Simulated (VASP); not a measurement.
# Er (Fm-3m) in VASP: notebook, part 2 of 2

VASP 6.6.1. The steps go on from the part before.

### 4 Single point, PBE, collinear spin, ferromagnetic start

Input file INCAR:

```
SYSTEM = Er
PREC     = Accurate       ! precision mode
ENCUT    = 550            ! plane-wave cutoff, eV
EDIFF    = 1E-6           ! SCF threshold, eV
ISMEAR   = 0              ! smearing method
SIGMA    = 0.2            ! smearing width, eV
LREAL    = .False.        ! projectors in reciprocal space
LASPH    = .True.         ! aspherical terms in the spheres
NELM     = 100            ! most SCF steps
ALGO     = Normal         ! electronic algorithm
ISIF     = 2              ! what is computed and relaxed
LWAVE    = .False.        ! write WAVECAR
LCHARG   = .False.        ! write CHGCAR
ISPIN    = 2              ! spin polarisation
MAGMOM   = 3              ! initial moments
LORBIT   = 11             ! projections on sites
LMAXMIX  = 6              ! l up to which the mixer works
GGA      = PE             ! functional
ADDGRID  = .False.
```

Input file KPOINTS:

```
Automatic mesh
0
Gamma
  7 7 7
  0 0 0
```

Input file POSCAR:

```
Er
1.0
    0.0000000000      2.4798434248      2.4798434248
    2.4798434248      0.0000000000      2.4798434248
    2.4798434248      2.4798434248      0.0000000000
Er
1
Direct
    0.0000000000      0.0000000000      0.0000000000
```

Potentials or basis: VASP PAW PBE potentials, release 64 (Er_3), 4f in core.

The run is started by

```
cat potpaw_PBE.64/Er_3/POTCAR > POTCAR
mpirun -np 1 vasp_std > vasp.out
```

OUTCAR:

```text
SYSTEM = Er
   PREC = Accurate
   ENCUT = 550
   EDIFF = 1E-6
   ISMEAR = 0
   LREAL = .False.
   LASPH = .True.
   NELM = 100
   ISIF = 2
   ISPIN = 2
   LORBIT = 11
   GGA = PE

 Found     20 irreducible k-points:

 Following reciprocal coordinates:
            Coordinates               Weight
  0.000000  0.000000  0.000000      1.000000
  0.142857  0.000000  0.000000      8.000000
  0.285714  0.000000  0.000000      8.000000
  0.428571  0.000000  0.000000      8.000000
  0.142857  0.142857  0.000000      6.000000
  0.285714  0.142857  0.000000     24.000000
   k-points           NKPTS =     20   k-points in BZ     NKDIM =     20   number of bands    NBANDS=     10
[... 245 lines left out ...]
  Total       -0.0151117     -0.0151117     -0.0151117      0.0000000      0.0000000      0.0000000
  in kB       -0.7938207     -0.7938207     -0.7938207      0.0000000      0.0000000      0.0000000
  external PRESSURE =      -0.7938207 kB  Pullay stress =       0.0000000 kB

 VOLUME and BASIS-vectors are now :
 -----------------------------------------------------------------------------
  energy-cutoff  :      550.00
  volume of cell :       30.50
      direct lattice vectors                 reciprocal lattice vectors
     0.000000000  2.479843425  2.479843425    -0.201625633  0.201625633  0.201625633
     2.479843425  0.000000000  2.479843425     0.201625633 -0.201625633  0.201625633
     2.479843425  2.479843425  0.000000000     0.201625633  0.201625633 -0.201625633

 POSITION                                       TOTAL-FORCE (eV/Angst)
 -----------------------------------------------------------------------------------
      0.00000      0.00000      0.00000         0.000000     -0.000000     -0.000000
 -----------------------------------------------------------------------------------
    total drift:                               -0.000000     -0.000000     -0.000000

  FREE ENERGIE OF THE ION-ELECTRON SYSTEM (eV)
  ---------------------------------------------------
  free  energy   TOTEN  =        -4.4890508295 eV

  energy  without entropy=       -4.4626760397  energy(sigma->0) =       -4.47586343

 total charge

# of ion       s       p       d       tot
------------------------------------------
    1        0.514   6.499   1.107   8.120

 magnetization (x)

# of ion       s       p       d       tot
------------------------------------------
    1       -0.000   0.000   0.000   0.000
```

stdout:

```text
POSCAR found type information on POSCAR Er
 POSCAR found :  1 types and       1 ions
 scaLAPACK will be used
 LDA part: xc-table for (Slater+PW92), standard interpolation
 POSCAR, INCAR and KPOINTS ok, starting setup
 FFT: planning ... GRIDC
 FFT: planning ... GRID_SOFT
 FFT: planning ... GRID
 WAVECAR not read
 entering main loop
```

Wall time 11 s (1 thread of Intel Xeon 6975P-C (Granite Rapids), shared host); peak memory 0.17 GiB.

These settings aren't checked as converged: the numbers below hold their error.

What came out:

```yaml
Free_energy: -4.4891 eV
Pressure: -0.1 GPa
Band_gap_on_the_k_mesh: none (metal or under the smearing width)
Net_moment: 0.00 μB per cell
Valence_electrons_inside_the_program's_atomic_spheres: Er 8.12
```

Caveat: the magnetic or orbital state may not be the lowest; spin-orbit coupling is left out, which moves the levels of the heavy elements; the 4f electrons are frozen in the core as for a trivalent ion, so they carry no moment and show no levels.

### 5 Single point, PBE, collinear spin, ferromagnetic start

INCAR is that of step 4.

KPOINTS is that of step 4.

Input file POSCAR:

```
Er
1.0
   -0.0089250000      2.4571370000      2.4791170000
    2.4542050000     -0.0023290000      2.4725200000
    2.4870360000      2.4833720000     -0.0351600000
Er
1
Direct
   -0.0043710000     -0.0077920000     -0.0181410000
```

Potentials or basis: VASP PAW PBE potentials, release 64 (Er_3), 4f in core.

The run is started by

```
cat potpaw_PBE.64/Er_3/POTCAR > POTCAR
mpirun -np 1 vasp_std > vasp.out
```

OUTCAR:

```text
SYSTEM = Er
   PREC = Accurate
   ENCUT = 550
   EDIFF = 1E-6
   ISMEAR = 0
   LREAL = .False.
   LASPH = .True.
   NELM = 100
   ISIF = 2
   ISPIN = 2
   LORBIT = 11
   GGA = PE

 Found    172 irreducible k-points:

 Following reciprocal coordinates:
            Coordinates               Weight
  0.000000  0.000000  0.000000      1.000000
  0.142857  0.000000 -0.000000      2.000000
  0.285714  0.000000 -0.000000      2.000000
  0.428571  0.000000  0.000000      2.000000
  0.000000  0.142857  0.000000      2.000000
  0.142857  0.142857  0.000000      2.000000
   k-points           NKPTS =    172   k-points in BZ     NKDIM =    172   number of bands    NBANDS=     10
[... 245 lines left out ...]
  Total        0.0041097      0.0137862     -0.0516836     -0.0615748      0.0727537      0.1068287
  in kB        0.2158821      0.7241898     -2.7149418     -3.2345283      3.8217559      5.6117151
  external PRESSURE =      -0.5916233 kB  Pullay stress =       0.0000000 kB

 VOLUME and BASIS-vectors are now :
 -----------------------------------------------------------------------------
  energy-cutoff  :      550.00
  volume of cell :       30.50
      direct lattice vectors                 reciprocal lattice vectors
    -0.008925000  2.457137000  2.479117000    -0.201313527  0.204442392  0.200014888
     2.454205000 -0.002329000  2.472520000     0.204685885 -0.202140878  0.201085569
     2.487036000  2.483372000 -0.035160000     0.199378760  0.200206110 -0.197713292

 POSITION                                       TOTAL-FORCE (eV/Angst)
 -----------------------------------------------------------------------------------
      4.86811      4.88241      4.88701        -0.000000      0.000000      0.000000
 -----------------------------------------------------------------------------------
    total drift:                               -0.000001      0.000001      0.000001

  FREE ENERGIE OF THE ION-ELECTRON SYSTEM (eV)
  ---------------------------------------------------
  free  energy   TOTEN  =        -4.4872685468 eV

  energy  without entropy=       -4.4604260459  energy(sigma->0) =       -4.47384730

 total charge

# of ion       s       p       d       tot
------------------------------------------
    1        0.514   6.499   1.107   8.120

 magnetization (x)

# of ion       s       p       d       tot
------------------------------------------
    1       -0.000   0.000  -0.000  -0.000
```

OSZICAR:

```text
N       E                     dE             d eps       ncg     rms          rms(c)
DAV:   1     0.132025018307E+02    0.13203E+02   -0.47411E+03  9700   0.930E+02
DAV:   2    -0.291455634111E+01   -0.16117E+02   -0.15348E+02  9880   0.267E+02
DAV:   3    -0.356633965475E+01   -0.65178E+00   -0.60329E+00 10718   0.580E+01
DAV:   4    -0.357522346977E+01   -0.88838E-02   -0.87519E-02 12392   0.321E+00
DAV:   5    -0.357524923972E+01   -0.25770E-04   -0.25743E-04 10838   0.107E-01    0.212E+01
DAV:   6    -0.439394993825E+01   -0.81870E+00   -0.25000E-01 11032   0.476E+00    0.133E+01
DAV:   7    -0.446713147992E+01   -0.73182E-01   -0.62380E-02 10882   0.235E+00    0.639E+00
DAV:   8    -0.448061868717E+01   -0.13487E-01   -0.78228E-02 11054   0.225E+00    0.127E+00
DAV:   9    -0.448656512665E+01   -0.59464E-02   -0.48496E-03 10854   0.758E-01    0.417E-01
DAV:  10    -0.448717838693E+01   -0.61326E-03   -0.15778E-03 11180   0.205E-01    0.240E-01
DAV:  11    -0.448725391802E+01   -0.75531E-04   -0.22726E-04 10522   0.943E-02    0.622E-02
DAV:  12    -0.448726358087E+01   -0.96629E-05   -0.18689E-05 10376   0.272E-02    0.535E-02
DAV:  13    -0.448726834167E+01   -0.47608E-05   -0.15889E-05  9806   0.167E-02    0.923E-03
DAV:  14    -0.448726854678E+01   -0.20511E-06   -0.44021E-07  4524   0.702E-03
   1 F= -.44872685E+01 E0= -.44738473E+01  d E =-.268425E-01  mag=    -0.0001
```

Run time: 51 s. Hardware: 1 thread of Intel Xeon 6975P-C (Granite Rapids), shared host; peak memory 0.24 GiB.

The run converged, but some of its settings lie outside the range that counts as converged, so its numbers aren't taken as properties of the crystal.

Results:

```yaml
Free_energy: -4.4873 eV
Pressure: -0.1 GPa
Band_gap_on_the_k_mesh: none (metal or under the smearing width)
Net_moment: 0.00 μB per cell
Valence_electrons_inside_the_program's_atomic_spheres: Er 8.12
```

Caveat: the magnetic or orbital state may not be the lowest; spin-orbit coupling is left out, which moves the levels of the heavy elements; the 4f electrons are frozen in the core as for a trivalent ion, so they carry no moment and show no levels.

### 6 Single point, PBE, collinear spin, ferromagnetic start

Changes to INCAR since step 5:

```diff
@@ -2,3 +2,3 @@
 PREC     = Accurate       ! precision mode
-ENCUT    = 550            ! plane-wave cutoff, eV
+ENCUT    = 300            ! plane-wave cutoff, eV
 EDIFF    = 1E-6           ! SCF threshold, eV
```

Input file KPOINTS:

```
Automatic mesh
0
Gamma
  10 10 10
  0 0 0
```

Input file POSCAR:

```
Er
1.0
    0.0000000000      2.4798434248      2.4798434248
    2.4798434248      0.0000000000      2.4798434248
    2.4798434248      2.4798434248      0.0000000000
Er
1
Direct
    0.0000000000      0.0000000000      0.0000000000
```

Potentials or basis: VASP PAW PBE potentials, release 64 (Er_3), 4f in core.

The run is started by

```
cat potpaw_PBE.64/Er_3/POTCAR > POTCAR
mpirun -np 1 vasp_std > vasp.out
```

Run time: 9.5 s. Hardware: 1 thread of Intel Xeon 6975P-C (Granite Rapids), shared host; peak memory 0.13 GiB.

The run converged, but some of its settings lie outside the range that counts as converged, so its numbers aren't taken as properties of the crystal.

What came out:

- Free energy: -4.4831 eV
- Pressure: 0.0 GPa
- Band gap on the k mesh: none (metal or under the smearing width)
- Net moment: 0.00 μB per cell
- Valence electrons inside the program's atomic spheres: Er 8.12

Caveat: the magnetic or orbital state may not be the lowest; spin-orbit coupling is left out, which moves the levels of the heavy elements; the 4f electrons are frozen in the core as for a trivalent ion, so they carry no moment and show no levels.
